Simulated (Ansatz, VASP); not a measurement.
**Cl: VASP beside Ansatz**

INCAR

```
PREC     = Accurate       # precision mode
ENCUT    = 520            # plane-wave cutoff, eV
EDIFF    = 1E-7           # SCF threshold, eV
ISMEAR   = -1             # smearing method
SIGMA    = 0.05           # smearing width, eV
LREAL    = F              # projectors in reciprocal space
LASPH    = T              # aspherical terms in the spheres
NELM     = 80             # most SCF steps
ALGO     = Normal         # electronic algorithm
ISIF     = 2              # what is computed and relaxed
LWAVE    = F              # write WAVECAR
LCHARG   = T              # write CHGCAR
LELF     = T              # ELF
LVHAR    = T            
NBANDS   = 22             # bands
```

Contents of KPOINTS:

```
regular mesh
0
Gamma
  7 7 4
```

File POSCAR:

```
Cl
1.0
    3.2066823265     -2.2941288504      0.0000000000
    3.2066823265      2.2941288504      0.0000000000
    0.0000000000      0.0000000000      8.3710212721
Cl
4
Direct
    0.3700000000      0.6300000000      0.4000000000
    0.1300000000      0.8700000000      0.9000000000
    0.6300000000      0.3700000000      0.6000000000
    0.8700000000      0.1300000000      0.1000000000
```

Contents of input.yaml:

```yaml
crystal:
  lattice:
    - [3.2066823265, -2.2941288504, 0.0]
    - [3.2066823265, 2.2941288504, 0.0]
    - [0.0, 0.0, 8.3710212721]
  atoms:
    - { symbol: Cl, position: [0.37, 0.63, 0.4] }
    - { symbol: Cl, position: [0.13, 0.87, 0.9] }
    - { symbol: Cl, position: [0.63, 0.37, 0.6] }
    - { symbol: Cl, position: [0.87, 0.13, 0.1] }
hamiltonian:
  xc: lda
  pseudopotentials: { kind: paw }
kpoints:
  mp_grid: { grid: [7, 7, 4] }
scf:
  occupations: { method: fermi_dirac, width: 0.05 }
output:
  forces: true
  stress: true
  eigenvalues: true
  write_density: true
  write_potential: true
  elf: true
  volumetric_format: npy
```

Alike in both runs: task single point; functional LDA; k mesh 7 × 7 × 4; occupations fermi-dirac, width 0.05 eV; no spin polarisation.

|  | VASP | Ansatz |
| --- | --- | --- |
| version | VASP 6.6.1 | Ansatz 0.2.0 |
| potentials or method | VASP PAW LDA potentials, release 64 (Cl) | Ansatz PAW |
| plane-wave cutoff (eV) | 520 | 420 |
| valence electrons in the cell | 28 | 28 |

```tsv
	VASP	Ansatz	Ansatz less VASP
gap on the k mesh at the Fermi level (eV)	2.16	2.13	-0.027
least direct gap on the mesh (eV)	2.21	2.18	-0.027
pressure (GPa)	-3.8	-3.5	+0.25
largest component of the traceless stress (GPa)	2.50	2.32	-0.181
rms of the force components (eV/Å)	0.522	0.459	-0.0635
```

Atom by atom the forces differ by 0.064 eV/Å (rms over components).

Caveats: an odd mesh through Γ misses points on the zone boundary, where band edges often lie (VASP); odd divisions of the mesh miss points on the zone boundary, where band edges often lie, so the gap on the mesh can be too wide (Ansatz); the PAW data sets come from PBE, with cores solved anew for the run's functional, which leaves a small shift of forces and pressure (Ansatz). A hybrid or GW would open this gap; LDA tends to underestimate it.
